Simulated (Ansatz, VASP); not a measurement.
# One calculation of Ag, two programs

```
CELL_PARAMETERS angstrom
0.00000 2.02267 2.04310
2.02267 0.00000 2.04310
2.02267 2.02267 0.00000
ATOMIC_POSITIONS crystal
Ag 0.00000 0.00000 0.00000
```

Change from the starting cell: equal xx and yy strain of -1 %, crystal datasets.

Alike in both runs: task electric field gradients; functional PBEsol; k mesh 15 × 15 × 15; occupations fermi-dirac, width 0.03 eV; no spin polarisation.

|  | VASP | Ansatz |
| --- | --- | --- |
| version | VASP 6.6.1 | Ansatz 0.2.0 |
| potentials or method | VASP PAW PBE potentials, release 64 (Ag), cutoff 520 eV | all-electron PAW with datasets made for the crystal, scalar-relativistic |

|  | VASP | Ansatz | Ansatz less VASP |
| --- | --- | --- | --- |
| pressure (GPa) | -0.8 | -0.6 | +0.19 |
| largest component of the traceless stress (GPa) | 0.09 | 0.10 | +0.013 |
| Vzz of the field gradient on the site that differs most (V/Å²) | -0.3 | -0.6 | -0.37 |

Ansatz ran all-electron here, so the differences hold the error of VASP's frozen core and of both bases. Ansatz warned: «gradients_without_spin_orbit».

Caveats: the PAW data sets were made with another functional, which shifts forces and pressure a little (VASP).
